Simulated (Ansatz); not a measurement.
**NbH: from a trial structure to a relaxed crystal**

Level of theory: DFT r2SCAN, scalar-relativistic, plane waves, PAW (Ansatz 0.2.0). Cutoff 500 eV, Γ-centred k mesh, Gaussian smearing, no spin polarisation in the final step.

NbH was placed on the nickel arsenide structure type (P6_3/mmc, No. 194), with Nb in place of Ni, H in place of As, at a guessed volume.

```yaml
crystal:
  lattice:
    - [3.20648, 0.00000, 0.00000]
    - [-1.60324, 2.77689, 0.00000]
    - [0.00000, 0.00000, 4.58069]
  atoms:
    - { symbol: Nb, position: [0.00000, 0.00000, 0.00000] }
    - { symbol: Nb, position: [0.00000, 0.00000, 0.50000] }
    - { symbol: H, position: [0.33333, 0.66667, 0.25000] }
    - { symbol: H, position: [0.66667, 0.33333, 0.75000] }
```

Steps on the 6×6×4 mesh (4 atoms). 8 of 8 steps are shown, and the free energy counts from the last. Trial steps that were taken back and renewals of the plane-wave basis can be among the rows.

```csv
step,ΔF (meV/atom),V (Å³/atom),P (GPa)
1,400.5,10.20,14.74
2,214.7,10.41,4.30
3,96.2,9.97,7.08
4,43.4,10.31,1.46
5,3.4,10.30,1.43
6,2.0,10.36,0.27
7,1.2,10.38,-0.14
8,0.0,10.38,-0.05
```

A final relaxation ran on a 18×18×8 mesh. The relaxed crystal, P6_3/mmc (No. 194):

```cif
data_structure
_symmetry_space_group_name_H-M 'P6_3/mmc'
_symmetry_Int_Tables_number 194
_cell_length_a 2.9537
_cell_length_b 2.9537
_cell_length_c 5.4924
_cell_angle_alpha 90.000
_cell_angle_beta 90.000
_cell_angle_gamma 120.000
_cell_volume 41.50
loop_
_atom_site_label
_atom_site_type_symbol
_atom_site_symmetry_multiplicity
_atom_site_Wyckoff_symbol
_atom_site_fract_x
_atom_site_fract_y
_atom_site_fract_z
_atom_site_occupancy
Nb1 Nb 2 a 0.00000 0.00000 0.00000 1
H1 H 2 c 0.33333 0.66667 0.25000 1
```

```json
{
  "Volume per atom": "10.37 Å³",
  "Density": "7.52 g/cm³",
  "Energy over the elements": "0.15 eV/atom",
  "Gap on the 18×18×8 mesh": "0 eV (a metal)"
}
```

Formation energies are uncorrected and refer to the elements' standard structures at the same level (H₂ as a molecule).

The final run used a 18×18×8 mesh on its 4-atom cell and 0.10 eV smearing. For metals, differences of a few meV/atom aren't resolved.

A structure relaxed within its symmetry needn't be a true minimum.

Cost: 3 runs of about 1.2 core-minutes in all, on Intel Xeon Platinum 8488C (Sapphire Rapids) (shared hosts).